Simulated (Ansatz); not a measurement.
# Bi2TeSe2 (Skippenite) (R-3m) in Ansatz: band structure with PBEsol

Aim: the band structure of Bi2TeSe2 (Skippenite) with PBEsol.

Program: Ansatz 0.2.0. These are calculated values, not measurements. Logs are shortened: lines on timing, memory, paths and dates and some standing lists are left out, and cuts for length are marked.

### 1 The crystal as given

It takes space group R-3m (No. 166, trigonal). Conventional cell: a = 4.183 Å, b = 4.183 Å, c = 29.137 Å, α = 90.00°, β = 90.00°, γ = 120.00°. Bi (site symmetry 3m) has 3 Se at 2.93 Å and 3 Te at 3.06 Å as nearest neighbours. Around Te (site symmetry -3m) lie 6 Bi at 3.06 Å. Se (site symmetry 3m) has 3 Bi at 2.93 Å as nearest neighbours.

### 2 Band structure, PBEsol

Contents of input.yaml:

```yaml
crystal:
  lattice:
    - [2.0915, 1.207528088, 9.7123333333]
    - [-2.0915, 1.207528088, 9.7123333333]
    - [0.0, -2.415056176, 9.7123333333]
  atoms:
    - { symbol: Bi, position: [0.60194, 0.60194, 0.60194] }
    - { symbol: Bi, position: [0.39806, 0.39806, 0.39806] }
    - { symbol: Te, position: [0.0, 0.0, 0.0] }
    - { symbol: Se, position: [0.7884, 0.7884, 0.7884] }
    - { symbol: Se, position: [0.2116, 0.2116, 0.2116] }
hamiltonian:
  xc: pbesol
  pseudopotentials: { kind: paw }
kpoints:
  mp_grid: { grid: [7, 7, 7] }
  band_path:
    path:
      - [[0.0, 0.0, 0.0], [0.5, 0.0, 0.0], [0.5, 0.1769718581, -0.1769718581]]
      - [[0.8230281419, 0.5, 0.1769718581], [0.5, 0.5, 0.5], [0.0, 0.0, 0.0], [0.3384859291, 0.0, -0.3384859291]]
      - [[0.6615140709, 0.3384859291, 0.0], [0.5, 0.5, 0.0], [0.6615140709, 0.6615140709, 0.1769718581], [0.5, 0.5, 0.5]]
      - [[0.5, 0.0, 0.0], [0.8230281419, 0.3384859291, 0.3384859291]]
    npoints: 14
scf:
  occupations: { method: fermi_dirac, width: 0.05 }
  n_extra_bands: 12
output:
  forces: true
  stress: true
  eigenvalues: true
  fatbands: true
```

Potentials or basis: Ansatz PAW.

Launch:

```console
ansatz run input.yaml --threads 2 --pin off --max-ram 5632MiB --backend cpu --events-out ev --progress --plain --runs-dir out
```

What it wrote:

```text
Warning: RAYON_NUM_THREADS=2 ignored (pool sized by the plan → 2); use --threads N
basis.fft_grid_basis auto: the FFT boxes are laid along the combinations [[1, 0, -1], [0, 1, -1], [0, 0, 1]] of the cell's own vectors, 4.183, 4.183 and 10.008 Å long. The dense box has 30×30×72 points. Along the cell's own vectors, as sized, it would have 72×72×72, 5.76 times as many. Of the 12 symmetry operations that the crystal satisfies within crystal.symmetry.tolerance (time reversal apart; of a slab, those that keep its plane) the dense box along the cell's own vectors carries 12, and the one as laid loses 8 of those. basis.fft_grid_basis: typed keeps the cell's own vectors: state it where this run's energies or levels are differenced outside the engine with another run's, or held beside a run that keeps those vectors.
scf.n_extra_bands = 12 over 39 filled bands (N_el = 78.0): the run solves 51 bands
Engine: ansatz 0.2.0, aarch64-unknown-linux-gnu
Pseudopotentials: kind: paw
Pseudopotential: Bi, paw, valence charge 15, recommended cutoff 420 eV (normal), Bi.paw.azcp
Pseudopotential: Te, paw, valence charge 16, recommended cutoff 420 eV (normal), Te.paw.azcp
Pseudopotential: Se, paw, valence charge 16, recommended cutoff 420 eV (normal), Se.paw.azcp
Functional definition: PBEsol
  exchange = pbesol_x
  correlation = pbesol_c
Crystal: 5 atoms, lattice volume = 147.174 Å³
Basis set: ecut = 420 eV, 2835 PW (Γ), FFT grids on a1−a3, a2−a3, a3, exchange–correlation on 60×60×144 points (8 copies of the dense FFT grid, shifted against one another)
Bands: 51, of which v1, the nominal top of the filled ones, is band 39 counted from 1 (38 counted from 0)
Symmetry: 12 space group operations
Space group: R-3m (ITA 166), of the structure as read, at distance tolerance 5.3e-5 Å
k-points: 44 of 343
Non-local potential: Bi, projectors of the file, l = 0: 2, l = 1: 2, l = 2: 2, l = 3: 2
Non-local potential: Te, projectors of the file, l = 0: 2, l = 1: 2, l = 2: 2, l = 3: 2
Non-local potential: Se, projectors of the file, l = 0: 2, l = 1: 2, l = 2: 3, l = 3: 1
PAW form: soft (Blöchl's): semilocal exchange-correlation on the pseudo side does not see the compensation charge
PAW frozen core: Bi, regenerated for the run's functional, and the local potential with it (the file was generated under x = pbe(κ = 0.804, μ = 0.2195149727645171), c = pbe(β = 0.06672455060314922))
PAW frozen core: Te, regenerated for the run's functional, and the local potential with it (the file was generated under x = pbe(κ = 0.804, μ = 0.2195149727645171), c = pbe(β = 0.06672455060314922))
PAW frozen core: Se, regenerated for the run's functional, and the local potential with it (the file was generated under x = pbe(κ = 0.804, μ = 0.2195149727645171), c = pbe(β = 0.06672455060314922))
PAW one-centre angular grid: Bi, 590 points (default); XC on 64 Gauss nodes
PAW one-centre angular grid: Te, 590 points (default); XC on 64 Gauss nodes
PAW one-centre angular grid: Se, 590 points (default); XC on 64 Gauss nodes
Initial density: superposition of atomic densities (neutral atoms: chi_scale 0, normalization atom), corrected by the library's trained network
Initial wavefunctions: pseudopotential atomic-orbital guess
Functional: x = pbesol(κ = 0.804, μ = 0.12345679012345678), c = pbesol(β = 0.046)
SCF iter   1: F=—  HF=-42235.081988 eV  |F-HF|=—  |Δ(HF+E_count)|=         —  Δρ=2.79e-3  dr2=3.43e-2  ethr=1.77e-3  ⟨swp⟩=8.7  Hψ=10232  notcnv=0  defer=65
preconditioner: auto → Resta (q_TF=auto, 2.454 Å⁻¹)  ε∞=3.3  [insulator: Δε(μ)=0.384 eV  Ē_g=10.602 eV  σ=0.050 eV  W_gap=0.96  n_scr=42 (ndim 8)  ℏωp=16.2 eV  f_vac=0.036  D(μ)=0.01/eV (n_scr^D=0)  ε∞_Penn≈3.3]
SCF iter   2: F=—  HF=-42235.074579 eV  |F-HF|=—  |Δ(HF+E_count)|=   7.41e-3  Δρ=1.40e-3  dr2=1.05e-2  ethr=4.40e-5  ⟨swp⟩=2.5  Hψ=3604  notcnv=0  defer=183
SCF iter   3: F=—  HF=-42235.073459 eV  |F-HF|=—  |Δ(HF+E_count)|=   1.12e-3  Δρ=7.74e-4  dr2=1.54e-3  ethr=1.35e-5  ⟨swp⟩=1.5  Hψ=2183  notcnv=0  defer=183
SCF iter   4: F=—  HF=-42235.073390 eV  |F-HF|=—  |Δ(HF+E_count)|=   6.87e-5  Δρ=3.02e-4  dr2=1.74e-4  ethr=1.97e-6  ⟨swp⟩=2.3  Hψ=3029  notcnv=0  defer=183
SCF iter   5: F=—  HF=-42235.073421 eV  |F-HF|=—  |Δ(HF+E_count)|=   3.07e-5  Δρ=9.53e-5  dr2=1.75e-5  ethr=2.23e-7  ⟨swp⟩=2.0  Hψ=2458  notcnv=0  defer=183
SCF iter   6: F=—  HF=-42235.073433 eV  |F-HF|=—  |Δ(HF+E_count)|=   1.30e-5  Δρ=1.77e-5  dr2=7.53e-7  ethr=2.25e-8  ⟨swp⟩=2.0  Hψ=2708  notcnv=0  defer=183
SCF iter   7: F=-42235.073435 eV  HF=-42235.073435 eV  |F-HF|=2.33e-8  |Δ(HF+E_count)|=   1.03e-6  Δρ=4.39e-6  dr2=4.41e-8  ethr=1.28e-10  ⟨swp⟩=12.2  Hψ=12361  notcnv=0
SCF 1 converged in 7 iterations: F = -42235.073435 eV  dr2 = 4.41e-8
NSCF: frozen V_eff on 130 k-points
SCF converged after 7 iterations
Free energy (F): -42235.073435 eV
Harris-Foulkes:  -42235.073435 eV  (|F-HF|=2.33e-8)
Internal energy: -42235.073365 eV  (E = F + TS)
E sigma→0 (E₀):  -42235.073400 eV
Entropy (-TS):   -0.000070 eV (-0.014 meV/atom)
Fermi energy:    9.472469 eV
--- Per-component energies (eV) ---
  E_band       = -1211.215325
  E_kinetic    = 1022.276182
  E_local      = -9159.971181  (includes V_loc(G=0)·N_el)
  E_nonlocal   = -364.902633
  E_hartree    = 4200.996353
  E_xc         = -632.378329
  E_vxc        = -590.658198  (∫ρ·V_xc dr)
  E_paw        = -29339.335120  (= ΣΔE_a)
  E_vpaw       = -519.949123  (= ΣTr[D̂ρ^β])
  E_aug_tail   = -0.002307  (compensation charges beyond the density's cutoff)
  E_ewald      = -7964.327552
  E_core_change = 2.571221  (= ΣΔE_core)
  E_smearing   = -0.000070  (= −TS)
  E_closure    = 0.000000  (closes the sum)
  Σ components = -42235.073435   (vs F -42235.073435, Δ=0.00e0)
--- Forces (eV/Å), atoms counted from 1 ---
  atom   1  Bi     0.00000000     0.00000000    -1.79102533
  atom   2  Bi     0.00000000    -0.00000000     1.79102533
  atom   3  Te    -0.00000000     0.00000000     0.00000000
  atom   4  Se    -0.00000000     0.00000000    -0.56390561
  atom   5  Se    -0.00000000    -0.00000000     0.56390561
  max |Σ_I F_I| component: 6.66e-16 eV/Å
--- Stress (GPa, compression-positive) ---
        1.770767       0.000000       0.000000
        0.000000       1.770767      -0.000000
        0.000000      -0.000000       2.052706
  P = ⅓ Tr σ = 1.8647 GPa (18.647 kbar)
--- Band table (eV; the first three rows and the last of 44) ---
  k-point 0: bands = ["-37.9953", "-37.9952", "-37.9926", "-37.9926", "-37.9919", "-37.9919", "-37.9807", "-37.9807", "-37.9806", "-37.9806", "-27.5092", "-27.5092", "-27.5067", "-27.4841", "-27.4841", "-13.7528", "-13.7528", "-13.7474", "-13.7474", "-13.7384", "-13.7358", "-13.7314", "-13.7314", "-13.7276", "-13.7276", "-4.9588", "-4.0784", "-3.1244", "-0.6400", "1.1747", "7.1920", "7.2450", "7.3653", "7.3653", "7.7190", "7.7190", "8.3161", "8.3161", "9.2509", "9.6779", "10.2496", "10.2496", "11.4846", "11.9290", "11.9290", "14.6217", "15.4415", "15.4415", "15.4535", "16.1538", "16.9637"]
  k-point 1: bands = ["-37.9953", "-37.9952", "-37.9926", "-37.9925", "-37.9919", "-37.9919", "-37.9807", "-37.9806", "-37.9806", "-37.9806", "-27.5093", "-27.5092", "-27.5065", "-27.4840", "-27.4836", "-13.7562", "-13.7502", "-13.7495", "-13.7441", "-13.7365", "-13.7345", "-13.7317", "-13.7310", "-13.7289", "-13.7266", "-4.7612", "-3.9282", "-2.9971", "-0.7095", "0.9041", "6.0399", "6.3652", "6.8064", "6.8539", "7.7147", "8.1236", "8.1479", "8.1913", "8.6870", "10.6372", "10.8106", "10.9777", "11.4448", "11.9798", "12.4763", "13.9151", "14.7938", "15.7552", "16.3186", "16.8526", "17.2011"]
  k-point 2: bands = ["-37.9952", "-37.9951", "-37.9926", "-37.9925", "-37.9920", "-37.9919", "-37.9807", "-37.9806", "-37.9806", "-37.9805", "-27.5097", "-27.5092", "-27.5060", "-27.4840", "-27.4826", "-13.7651", "-13.7578", "-13.7456", "-13.7394", "-13.7389", "-13.7340", "-13.7282", "-13.7257", "-13.7239", "-13.7227", "-4.1892", "-3.5330", "-2.6768", "-1.0292", "0.1624", "4.6136", "5.8238", "5.8641", "6.1552", "7.0438", "7.0899", "8.2055", "8.2623", "8.7672", "10.5080", "10.9386", "11.1280", "12.5101", "12.7367", "12.9448", "13.9385", "15.4657", "15.9282", "16.8117", "17.3805", "17.7131"]
  k-point 43: bands = ["-37.9953", "-37.9952", "-37.9926", "-37.9925", "-37.9919", "-37.9919", "-37.9807", "-37.9806", "-37.9806", "-37.9806", "-27.5093", "-27.5092", "-27.5065", "-27.4840", "-27.4836", "-13.7562", "-13.7502", "-13.7495", "-13.7441", "-13.7364", "-13.7346", "-13.7317", "-13.7310", "-13.7289", "-13.7266", "-4.6591", "-4.2024", "-2.6549", "-1.0269", "1.0705", "5.9397", "6.6157", "6.8641", "6.9326", "7.4576", "7.5092", "8.3380", "8.4135", "9.0885", "10.0799", "10.5703", "11.0817", "11.7845", "12.1469", "12.5356", "14.0981", "14.9354", "15.7469", "15.8713", "16.4099", "16.8939"]
```

bands.tsv:

```text
[... 153 lines left out ...]
5.370339	-47.467656	-47.467611	-47.465095	-47.464893	-47.464554	-47.464318	-47.453159	-47.453036	-47.453030	-47.452921	-36.982498	-36.981742	-36.977994	-36.956382	-36.954147	-23.246388	-23.237893	-23.218123	-23.215104	-23.209616	-23.208938	-23.194215	-23.190421	-23.189591	-23.188606	-12.611135	-12.460443	-12.089260	-11.163583	-10.146995	-5.770429	-4.225579	-4.112334	-3.811818	-2.605739	-2.533547	-1.562746	-1.491457	-1.307266	1.228932	1.488255	1.664431	2.841327	3.320588	3.678900	5.285728	5.747441	7.703818	8.883399	9.211786	9.820836
```

Run time: 33 s. Hardware: 2 threads of Arm Neoverse V2, shared host; peak memory 0.72 GiB.

Results:

* Free energy: -42235.0734 eV
* Pressure: 1.9 GPa
* Largest force: 1.791 eV/Å
* Band gap on the k mesh: 0.43 eV, direct
* Band gap along the path: 0.43 eV, direct

Forces in eV/Å, atoms in the order of the input:
```
Bi   0.000  0.000 -1.791
Bi   0.000  0.000  1.791
Te   0.000  0.000  0.000
Se   0.000  0.000 -0.564
Se   0.000  0.000  0.564
```

Stress tensor (GPa, compression positive):
```
1.77 0.00 0.00
0.00 1.77 0.00
0.00 0.00 2.05
```

Levels at the corners of the path, in eV from the valence-band top:
| point | band 37 | band 38 | band 39 | band 40 | band 41 | band 42 |
| --- | --- | --- | --- | --- | --- | --- |
| Γ | -0.93 | -0.93 | 0.00 | 0.43 | 1.00 | 1.00 |
| L | -2.12 | -0.98 | -0.48 | 0.87 | 1.46 | 2.73 |
| B1 | -1.79 | -0.90 | -0.63 | 1.64 | 1.85 | 2.57 |
| B | -1.79 | -0.90 | -0.63 | 1.64 | 1.85 | 2.57 |
| Z | -1.19 | -1.19 | -0.45 | 0.93 | 1.27 | 1.27 |
| Γ | -0.93 | -0.93 | 0.00 | 0.43 | 1.00 | 1.00 |
| X | -1.63 | -1.12 | -0.57 | 1.56 | 2.23 | 2.34 |
| Q | -1.63 | -1.12 | -0.57 | 1.56 | 2.23 | 2.34 |
| F | -1.74 | -1.50 | -0.89 | 1.30 | 1.83 | 2.07 |
| P1 | -1.34 | -1.27 | -1.09 | 1.45 | 1.71 | 1.89 |
| Z | -1.19 | -1.19 | -0.45 | 0.93 | 1.27 | 1.27 |
| L | -2.12 | -0.98 | -0.48 | 0.87 | 1.46 | 2.73 |
| P | -1.34 | -1.27 | -1.09 | 1.45 | 1.71 | 1.89 |

Caveat: spin-orbit coupling is left out, which as a rule narrows the gap of such compounds by several tenths of an eV; the PAW data sets come from PBE, with cores solved anew for the run's functional, which leaves a small shift of forces and pressure; forces of over 1 eV/Å show positions far from the minimum, so gaps and moduli don't describe the material at rest.

### 3 For comparison

An earlier run on the cell as given: functional PBEsol; potentials or basis Ansatz PAW; cutoff 420 eV (not typed: the program's choice for these potentials); k mesh 7 × 7 × 7; occupations fermi-dirac, width 0.05 eV; no spin polarisation.

- Pressure: 1.9 GPa
- Largest force: 1.791 eV/Å
- Band gap on the k mesh: 0.43 eV, direct
